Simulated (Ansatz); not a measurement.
# HfO$_{2}$: strain energy, fitted

HfO$_{2}$, P4_2/mnm, a = 4.838 Å, c = 3.220 Å. This isn't the usual stable structure of the compound. Ansatz: r2SCAN, PAW, 500 eV, Γ-centred 6×6×8 mesh on 6 atoms, Gaussian smearing 0.02 eV; no spin polarisation. Series: biaxial strain in the a-b plane, c and atoms relaxed; x is the strain in per cent. y is the free energy over the unstrained cell, V0 = 12.564 Å³/atom.

```
x (%) y (meV/atom)
 -6.0             ?
 -4.0         51.18
 -2.0         12.50
  0.0          0.00
  2.0         11.78
  4.0         45.38
  6.0         97.58
```

Q: Fit y = c2 x² + c3 x³ to the other rows, turn c2 into a modulus, and predict the missing energy.

A: Least squares on the rows shown. y = 3.0090 x² − 0.049064 x³. In eV per unit strain² c2 is 30.09; M is the biaxial modulus (E = M V0 ε²): 30.09 × 160.2 / (12.564) = 384 GPa. At x = -6.0 the fit asked for gives 118.92 meV/atom. The run gave 117.64 meV/atom, so the fit is 1.28 meV/atom too high, 1.1 % of the span of the series, against an rms of 0.20 meV/atom on the fitted rows. The row lies outside the fitted range. With a term in x⁴ added, a fit to the same known rows predicts 117.17 meV/atom, so most of the miss is curvature that the known rows already hold.

Spin–orbit coupling is left out, which can shift energies with elements as heavy as these.